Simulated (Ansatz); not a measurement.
C, 4 atoms in the cell. The structure is trigonal, space group R-3m (No. 166). Conventional cell: a = 2.466 Å, b = 2.466 Å, c = 24.848 Å, α = 90.00°, β = 90.00°, γ = 120.00°. C (site symmetry 3m) has 3 C at 1.42 Å as nearest neighbours. Around C (site symmetry 3m) lie 3 C at 1.42 Å. This isn't the form of C at room conditions, which is graphite.

* Program: Ansatz 0.2.0
* Task: band structure
* Functional: rPW86-PBE
* Dispersion: rVV10
* Potentials or basis: Ansatz PAW polarizable
* Cutoff: 450 eV
* Density cutoff: 2252 eV
* k mesh: 12 × 12 × 12
* Occupations: fixed
* Spin: no spin polarisation
* Path: [["G", "L", "B1"], ["B", "Z", "G", "X"], ["Q", "F", "P1", "Z"], ["L", "P"]]
* Points for each segment of the path: 14

Potentials or basis: Ansatz PAW polarizable.

The run is started by

```console
$ ansatz run input.yaml --threads 2 --pin off --max-ram 5120MiB --backend cpu --events-out ev --progress --plain --runs-dir out
```

Hardware: 2 threads of Arm Neoverse V2 (shared host).

Task: How long does it take, and how much memory?

Result: It took 4 s on 2 threads of Arm Neoverse V2, with other jobs on the host, peak memory 0.39 GiB. Counts: scf iterations 6, plane waves 959, k points 189, bands 9.
